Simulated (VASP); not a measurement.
# Ni (Im-3m) in VASP: settings compared, part 2 of 2

VASP 6.6.1. The steps go on from the part before.

## 3. Relaxation of cell and atoms, PBEsol, collinear spin, ferromagnetic start

INCAR

```
  PREC = Accurate
  ENCUT = 300
  EDIFF = 1E-7
  ISMEAR = 0
  SIGMA = 0.1
  LREAL = F
  LASPH = T
  NELM = 100
  ALGO = Normal
  ISIF = 3
  LWAVE = F
  LCHARG = F
  ISPIN = 2
  MAGMOM = 1
  LORBIT = 11
  LMAXMIX = 4
  GGA = PS
  IBRION = 2
  NSW = 90
  EDIFFG = -0.005
```

KPOINTS

```
Automatic mesh
0
Gamma
  20 20 20
```

POSCAR

```
Ni
1.0
   -1.3967612200      1.3967612200      1.3967612200
    1.3967612200     -1.3967612200      1.3967612200
    1.3967612200      1.3967612200     -1.3967612200
Ni
1
Direct
    0.0000000000      0.0000000000      0.0000000000
```

Potentials or basis: VASP PAW PBE potentials, release 64 (Ni).

Run with:

```bash
> cat potpaw_PBE.64/Ni/POTCAR > POTCAR
> mpirun -np 1 vasp_std > vasp.out
```

OUTCAR:

```text
PREC = Accurate
   ENCUT = 300
   EDIFF = 1E-7
   ISMEAR = 0
   LREAL = F
   LASPH = T
   NELM = 100
   ISIF = 3
   ISPIN = 2
   LORBIT = 11
   GGA = PS
   IBRION = 2
   NSW = 90
   EDIFFG = -0.005

 ion  position               nearest neighbor table
   1  0.000  0.000  0.000-

  LATTYP: Found a body centered cubic cell.
 ALAT       =     2.7935224400

  Lattice vectors:

 A1 = (  -1.3967612200,   1.3967612200,   1.3967612200)
 A2 = (   1.3967612200,  -1.3967612200,   1.3967612200)
 A3 = (   1.3967612200,   1.3967612200,  -1.3967612200)

Analysis of symmetry for initial positions (statically):
=====================================================================
 Subroutine PRICEL returns:
 Original cell was already a primitive cell.

 Routine SETGRP: Setting up the symmetry group for a
 body centered cubic supercell.

 Subroutine GETGRP returns: Found 48 space group operations
 (whereof 48 operations were pure point group operations)
 out of a pool of 48 trial point group operations.

The static configuration has the point symmetry O_h .

Analysis of symmetry for dynamics (positions and initial velocities):
=====================================================================
 Subroutine PRICEL returns:
 Original cell was already a primitive cell.

 Routine SETGRP: Setting up the symmetry group for a
 body centered cubic supercell.

 Subroutine GETGRP returns: Found 48 space group operations
 (whereof 48 operations were pure point group operations)
 out of a pool of 48 trial point group operations.

The dynamic configuration has the point symmetry O_h .

Analysis of structural, dynamic, and magnetic symmetry:
=====================================================================
 Subroutine PRICEL returns:
 Original cell was already a primitive cell.

 Routine SETGRP: Setting up the symmetry group for a
 body centered cubic supercell.
[... 144 lines left out ...]

 number of electron      10.0000000 magnetization       1.0000000

 number of electron       9.9999956 magnetization       0.5658955

 Free energy of the ion-electron system (eV)
  ---------------------------------------------------
  ext. energy  EPLUGINS =         0.00000000
  ---------------------------------------------------
  free energy    TOTEN  =        -6.03641554 eV

  energy without entropy =       -6.02880699  energy(sigma->0) =       -6.03261127

------------------------ aborting loop because EDIFF is reached ----------------------------------------

  FORCE on cell =-STRESS in cart. coord.  units (eV):
  Direction    XX          YY          ZZ          XY          YZ          ZX
  --------------------------------------------------------------------------------------
  -------------------------------------------------------------------------------------
  Total       -0.5752093     -0.5752093     -0.5752093      0.0000000      0.0000000     -0.0000000
  in kB      -84.5492988    -84.5492988    -84.5492988      0.0000000      0.0000000     -0.0000000
  external PRESSURE =     -84.5492988 kB  Pullay stress =       0.0000000 kB
[... 22 lines left out ...]
--------------------------------------- Ionic step        2  -------------------------------------------

 number of electron      10.0000044 magnetization       0.4844654

 E-fermi :  10.2675     XC(G=0): -13.9315

 val. band max:       10.2635756320   @ k =  -0.4500   0.4500   0.1000
 cond. band min:      10.2677502237   @ k =   0.3000   0.1000   0.0000
 fundamental gap:      0.0041745917
 Fermi energy:        10.2675085283

 spin component 1

 k-point     1 :       0.0000    0.0000    0.0000
  band No.  band energies     occupation
      1       0.7497      1.00000
      2       7.8095      1.00000
      3       7.8095      1.00000
      4       7.8095      1.00000
      5       9.3954      1.00000
      6       9.3954      1.00000
      7      37.5677      0.00000
      8      37.5677      0.00000
      9      37.5677      0.00000
     10      43.0894      0.00000
[... 649 lines left out ...]
--------------------------------------- Ionic step        3  -------------------------------------------

 number of electron      10.0000028 magnetization       0.5388332

 Free energy of the ion-electron system (eV)
  ---------------------------------------------------
  ext. energy  EPLUGINS =         0.00000000
  ---------------------------------------------------
  free energy    TOTEN  =        -6.04857604 eV

  energy without entropy =       -6.04088027  energy(sigma->0) =       -6.04472816

 E-fermi :   9.6327     XC(G=0): -13.6696

 val. band max:        9.6323677922   @ k =   0.2000   0.1000   0.1000
 cond. band min:       9.6368337460   @ k =   0.5000   0.5000   0.0500
 fundamental gap:      0.0044659539
 Fermi energy:         9.6326513729

 spin component 1

 k-point     1 :       0.0000    0.0000    0.0000
  band No.  band energies     occupation
      1       0.4133      1.00000
      2       7.2530      1.00000
      3       7.2530      1.00000
      4       7.2530      1.00000
      5       8.7544      1.00000
      6       8.7544      1.00000
      7      36.4776      0.00000
      8      36.4776      0.00000
      9      36.4776      0.00000
     10      41.6863      0.00000
[... 643 lines left out ...]
  FREE ENERGIE OF THE ION-ELECTRON SYSTEM (eV)
  ---------------------------------------------------
  free  energy   TOTEN  =        -6.0485760448 eV

  energy  without entropy=       -6.0408802697  energy(sigma->0) =       -6.04472816

 reached required accuracy - stopping structural energy minimisation

 total charge

# of ion       s       p       d       tot
------------------------------------------
    1        0.512   0.530   8.337   9.379

 magnetization (x)

# of ion       s       p       d       tot
------------------------------------------
    1       -0.004  -0.015   0.561   0.542
```

CONTCAR:

```text
Ni
   1.00000000000000
    -1.3776681025552575    1.3776681025552575    1.3776681025552575
     1.3776681025552575   -1.3776681025552575    1.3776681025552575
     1.3776681025552575    1.3776681025552575   -1.3776681025552575
  Ni
     1
Direct
     0.0000000000000000    0.0000000000000000    0.0000000000000000

  0.00000000E+00  0.00000000E+00  0.00000000E+00
```

Wall time 24 s (1 thread of Intel Xeon Platinum 8488C (Sapphire Rapids), shared host); peak memory 0.14 GiB.

The run converged, but some of its settings lie outside the range that counts as converged, so its numbers aren't taken as properties of the crystal.

Results:

```
Free energy                                           : -6.0486 eV
Relaxed volume                                        : 10.46 Å³/atom
Relaxed cell                                          : a = 2.386 Å, b = 2.386 Å, c = 2.386 Å, α = 109.47°, β = 109.47°, γ = 109.47°
Space group after relaxing (to 0.05 Å)                : Im-3m (No. 229)
Energy gained by relaxing                             : 12.2 meV/atom
Ionic steps                                           : 3
Band gap on the k mesh                                : none (metal or under the smearing width)
Net moment                                            : 0.54 μB per cell
Site moments                                          : Ni +0.54 μB
Valence electrons inside the program's atomic spheres : Ni 9.38
```

Caveat: the cutoff is under 1.25 times the usual one of these potentials, so pressure, stress and relaxed cells hold a basis-set (Pulay) error; the PAW data sets were made with another functional, which shifts forces and pressure a little.
